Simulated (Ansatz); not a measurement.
# Ni (Fm-3m) in Ansatz: notebook

Aim: see how the results for Ni move with the level of theory and the settings. Levels: PBE, LDA. Tasks: band structure.

Everything below comes from runs of Ansatz 0.2.0. Logs are shortened: lines on timing, memory, paths and dates and some standing lists are left out, and cuts for length are marked.

## (1) The crystal as given

The structure is cubic, space group Fm-3m (No. 225). The conventional cell has a = 3.475 Å, b = 3.475 Å, c = 3.475 Å, α = 90.00°, β = 90.00°, γ = 90.00°. Ni (site symmetry m-3m) has 12 Ni at 2.46 Å as nearest neighbours.

## (2) Band structure, PBE, collinear spin, ferromagnetic start

input.yaml

```yaml
crystal:
  lattice:
    - [0.0, 1.737572933, 1.737572933]
    - [1.737572933, 0.0, 1.737572933]
    - [1.737572933, 1.737572933, 0.0]
  atoms:
    - { symbol: Ni, position: [0.0, 0.0, 0.0], spin: 1.0 }
kpoints:
  mp_grid: { grid: [13, 13, 13] }
  band_path:
    path:
      - [0.0, 0.0, 0.0]
      - [0.5, 0.0, 0.5]
      - [0.5, 0.25, 0.75]
      - [0.375, 0.375, 0.75]
      - [0.0, 0.0, 0.0]
      - [0.5, 0.5, 0.5]
      - [0.625, 0.25, 0.625]
      - [0.5, 0.25, 0.75]
    npoints: 12
scf:
  occupations: { method: fermi_dirac, width: 0.05 }
hamiltonian:
  xc: pbe
  pseudopotentials: { kind: all_electron, lapw: { basis_error: 0.001 } }
magnetization:
  spin_polarized: true
output:
  forces: true
  stress: true
  eigenvalues: true
```

Potentials or basis: all-electron LAPW, scalar-relativistic.

Command:

```bash
$ ansatz run input.yaml --threads 2 --pin off --max-ram 6144MiB --backend cpu --events-out ev --progress --plain --runs-dir out
```

Log:

```text
Warning: RAYON_NUM_THREADS=2 ignored (pool sized by the plan → 2); use --threads N
LAPW: plane waves up to 9.160 Å⁻¹, error target 1.0e-3 eV per atom; small_component_spin mean_spin; Ni in spheres of 1.229 Å, 18 of its electrons in bands, Dirac shells [] (how accurate: hamiltonian.pseudopotentials.lapw.basis_error, Limitations)
Engine: ansatz 0.2.0, aarch64-unknown-linux-gnu
Pseudopotentials: kind: all_electron
Pseudopotential: Ni, LAPW, valence charge 18, lapw/all_electron/scalar/gaussian/Ni, Koelling and Harmon's equation, gaussian nucleus
Functional definition: PBE
  parameter kappa = 0.804
  parameter beta = 0.06672455060314922
  exchange = pbe_x(kappa = kappa, mu = beta*pi^2/3)
  correlation = pbe_c(beta = beta)
Crystal: 1 atoms, lattice volume = 10.492 Å³
Basis set: ecut = 319.66886515584486 eV, 137 PW (Γ), exchange–correlation at level 2
Bands: 14, of which v1, the nominal top of the filled ones, is band 9 counted from 1 (8 counted from 0)
Symmetry: 48 space group operations
Space group: Fm-3m (ITA 225), of the structure as read, at distance tolerance 2.2e-5 Å
Magnetic group: BNS 225.116 (UNI 1618), of the structure as read, at distance tolerance 2.2e-5 Å
k-points: 84 of 2197
Non-local potential: Ni, projectors of the file, none
Initial density: superposition of atomic densities (chi_scale 0.1, normalization cell)
Starting moments: Σ|m| = 1 μB on 1 of 1 site
Initial wavefunctions: plane waves of lowest kinetic energy (no species holds an atomic orbital)
Functional: x = pbe(κ = 0.804, μ = 0.2195149727645171), c = pbe(β = 0.06672455060314922)
iter 1 solved again at ethr=9.81e-6 eV; its pass at ethr=1.00e-1 eV (dr2=1.77e-3 eV) is discarded
SCF iter   1: F=—  HF=-41382.845554 eV  |F-HF|=—  |Δ(HF+E_count)|=         —  Δρ=1.86e-2 (↑1.79e-2 ↓1.86e-2)  dr2=1.77e-3  dr2_m=3.15e-2  M=0.640 μB ∫|m|=0.683 μB  β_m=0.30  ethr=9.81e-6  ⟨swp⟩=3.9  Hψ=19301  notcnv=0
Mixer restart at iter 1: flushing history
preconditioner: auto → none  [metal: Δε(μ)=0.002 eV  Ē_g=17.192 eV  σ=0.050 eV  W_gap=0.01  n_scr=0 (ndim 8)  ℏωp=36.3 eV  f_vac=0.000  D(μ)=1.64/eV (n_scr^D=26)]
SCF iter   2: F=—  HF=-41382.850560 eV  |F-HF|=—  |Δ(HF+E_count)|=   5.01e-3  Δρ=1.30e-2 (↑1.27e-2 ↓1.30e-2)  dr2=7.24e-4  dr2_m=1.57e-2  M=0.637 μB ∫|m|=0.689 μB  β_m=0.63  ethr=9.81e-6  ⟨swp⟩=2.0  Hψ=6283  notcnv=0
SCF iter   3: F=—  HF=-41382.863499 eV  |F-HF|=—  |Δ(HF+E_count)|=   1.29e-2  Δρ=1.29e-3 (↑1.29e-3 ↓1.24e-3)  dr2=2.00e-4  dr2_m=5.33e-5  M=0.626 μB ∫|m|=0.703 μB  β_m=0.47  ethr=4.02e-6  ⟨swp⟩=3.0  Hψ=7156  notcnv=0
iter 4 solved again at ethr=2.85e-8 eV; its pass at ethr=1.11e-6 eV (dr2=5.12e-6 eV) is discarded
SCF iter   4: F=—  HF=-41382.859001 eV  |F-HF|=—  |Δ(HF+E_count)|=         —  Δρ=5.37e-4 (↑3.61e-4 ↓5.37e-4)  dr2=5.11e-6  dr2_m=1.70e-5  M=0.630 μB ∫|m|=0.707 μB  β_m=0.73  ethr=2.85e-8  ⟨swp⟩=2.1  Hψ=11076  notcnv=0
the basis was enlarged: its passes take 909.3 KiB over the memory plan, 2 of 2 planned eigensolver slots
SCF iter   5: F=—  HF=-41382.859291 eV  |F-HF|=—  |Δ(HF+E_count)|=   2.90e-4  Δρ=2.32e-4 (↑1.60e-4 ↓2.32e-4)  dr2=4.20e-7  dr2_m=3.50e-6  M=0.630 μB ∫|m|=0.711 μB  β_m=0.87  ethr=2.84e-8  ⟨swp⟩=3.0  Hψ=6836  notcnv=0
SCF iter   6: F=—  HF=-41382.859392 eV  |F-HF|=—  |Δ(HF+E_count)|=   1.01e-4  Δρ=1.40e-5 (↑1.40e-5 ↓8.65e-6)  dr2=9.98e-9  dr2_m=7.43e-9  M=0.630 μB ∫|m|=0.714 μB  β_m=0.86  ethr=2.33e-9  ⟨swp⟩=3.5  Hψ=7349  notcnv=0
SCF iter   7: F=—  HF=-41382.859391 eV  |F-HF|=—  |Δ(HF+E_count)|=   3.35e-7  Δρ=3.56e-6 (↑2.36e-6 ↓3.56e-6)  dr2=3.45e-10  dr2_m=7.06e-10  M=0.630 μB ∫|m|=0.715 μB  β_m=0.93  ethr=5.54e-11  ⟨swp⟩=3.0  Hψ=7045  notcnv=0
SCF iter   8: F=-41382.859391 eV  HF=-41382.859391 eV  |F-HF|=9.46e-11  |Δ(HF+E_count)|=   1.57e-8  Δρ=4.04e-7 (↑3.58e-7 ↓4.04e-7)  dr2=1.82e-13  dr2_m=1.39e-11  M=0.630 μB ∫|m|=0.715 μB  ethr=1.91e-12  ⟨swp⟩=3.0  Hψ=7083  notcnv=0
SCF 1 converged in 8 iterations: F = -41382.859391 eV  dr2 = 1.82e-13
NSCF: frozen V_eff on 85 k-points
SCF converged after 8 iterations
Magnetization: 0.6298 μB (9.3149 up, 8.6851 down)
Absolute magnetization: 0.7147 μB (∫|ρ↑−ρ↓|)
Spin contamination: 0.0064 ħ² per cell (⟨S²⟩ above its minimum at these occupations)
Per-site moments (μB) at R_I (Å): [(0.653218125424953, 1.228649585422192)]
Free energy (F): -41382.859391 eV
Harris-Foulkes:  -41382.859391 eV  (|F-HF|=9.46e-11)
Internal energy: -41382.846929 eV  (E = F + TS)
E sigma→0 (E₀):  -41382.853160 eV
Entropy (-TS):   -0.012462 eV (-12.462 meV/atom)
Fermi energy:    19.162833 eV
--- Per-component energies (eV) ---
  E_band       = -268.299371
  E_kinetic    = 42047.085877
  E_xc         = -1731.149537
  E_electrostatic = -81698.783270  (all electrons and nuclei)
  E_smearing   = -0.012462  (= −TS)
  E_closure    = 0.000000  (closes the sum)
  E_atoms      = -41375.755904  (free atoms, spherical and without spin; not in F)
  Σ components = -41382.859391   (vs F -41382.859391, Δ=0.00e0)
  Basis errors (estimates in eV, not in F): energy 2.2e-4 per atom: plane waves 1.7e-4 (1.2e-4 summed), levels above the bands 2.9e-209, relativity 6.1e-9, radial functions 4.6e-5, core shells 1.1e-9; eigenvalues (radial functions only) 5.6e-6; not estimated: angular momenta, meshes, grids; target (lapw.basis_error) 1.0e-3; muffin-tin radii Ni 1.229 Å
--- Forces (eV/Å), atoms counted from 1 ---
  atom   1  Ni     0.00000000     0.00000000    -0.00000000
  max |Σ_I F_I| component: 9.86e-32 eV/Å
--- Stress (GPa, compression-positive) ---
        8.057916       0.000000       0.000000
        0.000000       8.057916       0.000000
        0.000000       0.000000       8.057916
  P = ⅓ Tr σ = 8.0579 GPa (80.579 kbar)
--- Band table (eV; the first three rows and the last of 168) ---
  k-point 0 ↑: bands = ["-84.5851", "-44.8233", "-44.8233", "-44.8233", "9.7758", "16.5981", "16.5981", "16.5981", "17.8566", "17.8566", "42.9181", "47.1287", "47.1287", "47.1287"]
  k-point 1 ↑: bands = ["-84.5829", "-44.8377", "-44.8253", "-44.8253", "10.0133", "16.5347", "16.6518", "16.6518", "17.8339", "17.8339", "42.0998", "44.8493", "46.5963", "46.5963"]
  k-point 2 ↑: bands = ["-84.5766", "-44.8776", "-44.8310", "-44.8310", "10.7039", "16.3806", "16.7727", "16.7727", "17.8048", "17.8048", "38.7447", "43.8621", "45.7668", "45.7668"]
  k-point 83 ↓: bands = ["-83.6930", "-44.1845", "-44.1632", "-44.0980", "15.5505", "16.3509", "16.6675", "18.3603", "19.5319", "25.8781", "27.9073", "30.0144", "31.1224", "48.8044"]
```

Wall time 10 s (2 threads of Arm Neoverse V1, shared host); peak memory 0.36 GiB.

Results:

```
Free energy             : -41382.8594 eV
Pressure                : 8.1 GPa
Band gap along the path : none (metal or under the smearing width)
Net moment              : 0.63 μB per cell
Absolute moment         : 0.71 μB per cell
Site moments            : Ni +0.65 μB
```

Levels at the corners of the path, in eV from the Fermi level:
Spin up:
```tsv
point	band 5	band 6	band 7	band 8	band 9	band 10	band 11	band 12	band 13	band 14
Γ	-9.39	-2.56	-2.56	-2.56	-1.31	-1.31	23.76	27.97	27.97	27.97
X	-4.93	-4.45	-0.55	-0.47	-0.47	2.35	9.47	15.02	15.02	19.95
W	-4.00	-3.26	-3.26	-1.38	-0.47	7.84	7.84	10.13	11.39	30.70
K	-4.21	-3.94	-2.24	-1.14	-0.74	5.78	7.39	10.19	17.42	21.82
Γ	-9.39	-2.56	-2.56	-2.56	-1.31	-1.31	23.76	27.97	27.97	27.97
L	-5.12	-2.55	-2.55	-0.61	-0.61	-0.48	5.85	22.28	25.13	25.13
U	-4.21	-3.94	-2.24	-1.14	-0.74	5.78	7.39	10.19	17.42	21.82
W	-4.00	-3.26	-3.26	-1.38	-0.47	7.84	7.84	10.13	11.39	30.70
```
Spin down:
```csv
point,band 5,band 6,band 7,band 8,band 9,band 10,band 11,band 12,band 13
Γ,-9.42,-1.80,-1.80,-1.80,-0.72,-0.72,23.60,27.95,27.95
X,-4.60,-3.82,0.06,0.42,0.42,2.31,9.72,15.03,15.03
W,-3.62,-2.64,-2.64,-0.82,0.42,8.04,8.04,10.30,11.53
K,-3.80,-3.39,-1.62,-0.56,0.13,6.01,7.59,10.40,17.47
Γ,-9.42,-1.80,-1.80,-1.80,-0.72,-0.72,23.60,27.95,27.95
L,-4.68,-1.93,-1.93,-0.53,0.16,0.16,6.30,22.13,25.22
U,-3.80,-3.39,-1.62,-0.56,0.13,6.01,7.59,10.40,17.47
W,-3.62,-2.64,-2.64,-0.82,0.42,8.04,8.04,10.30,11.53
```

## (3) Band structure, LDA, collinear spin, ferromagnetic start

Edit input.yaml of step 2 so:

```diff
@@ -23,3 +23,3 @@
 hamiltonian:
-  xc: pbe
+  xc: lda
   pseudopotentials: { kind: all_electron, lapw: { basis_error: 0.001 } }
```

Potentials or basis: all-electron LAPW, scalar-relativistic.

Command:

```bash
$ ansatz run input.yaml --threads 2 --pin off --max-ram 6144MiB --backend cpu --events-out ev --progress --plain --runs-dir out
```

It took 11 s on 2 threads of Arm Neoverse V1, shared host; peak memory 0.35 GiB.

Results (log left out):

```yaml
Free_energy: -41316.6135 eV
Pressure: -10.3 GPa
Band_gap_along_the_path: none (metal or under the smearing width)
Net_moment: 0.62 μB per cell
Absolute_moment: 0.68 μB per cell
Site_moments: Ni +0.64 μB
```

Levels at the corners of the path, in eV from the Fermi level:
Spin up:
| point | band 5 | band 6 | band 7 | band 8 | band 9 | band 10 | band 11 | band 12 | band 13 | band 14 |
| --- | --- | --- | --- | --- | --- | --- | --- | --- | --- | --- |
| Γ | -9.37 | -2.50 | -2.50 | -2.50 | -1.27 | -1.27 | 23.84 | 27.93 | 27.93 | 27.93 |
| X | -4.91 | -4.40 | -0.51 | -0.38 | -0.38 | 2.36 | 9.51 | 14.97 | 14.97 | 20.05 |
| W | -3.97 | -3.20 | -3.20 | -1.35 | -0.38 | 7.87 | 7.87 | 10.21 | 11.32 | 30.70 |
| K | -4.18 | -3.90 | -2.18 | -1.11 | -0.66 | 5.82 | 7.43 | 10.20 | 17.37 | 21.87 |
| Γ | -9.37 | -2.50 | -2.50 | -2.50 | -1.27 | -1.27 | 23.84 | 27.93 | 27.93 | 27.93 |
| L | -5.08 | -2.51 | -2.51 | -0.54 | -0.54 | -0.43 | 5.88 | 22.39 | 25.02 | 25.02 |
| U | -4.18 | -3.90 | -2.18 | -1.11 | -0.66 | 5.82 | 7.43 | 10.20 | 17.37 | 21.87 |
| W | -3.97 | -3.20 | -3.20 | -1.35 | -0.38 | 7.87 | 7.87 | 10.21 | 11.32 | 30.70 |
Spin down:
```
point  band 6  band 7  band 8  band 9  band 10  band 11
    Γ   -1.84   -1.84   -1.84   -0.66    -0.66    23.82
    X   -3.85    0.13    0.38    0.38     2.41     9.81
    W   -2.65   -2.65   -0.77    0.38     8.10     8.10
    K   -3.40   -1.62   -0.50    0.09     6.07     7.66
    Γ   -1.84   -1.84   -1.84   -0.66    -0.66    23.82
    L   -1.91   -1.91   -0.40    0.16     0.16     6.30
    U   -3.40   -1.62   -0.50    0.09     6.07     7.66
    W   -2.65   -2.65   -0.77    0.38     8.10     8.10
```
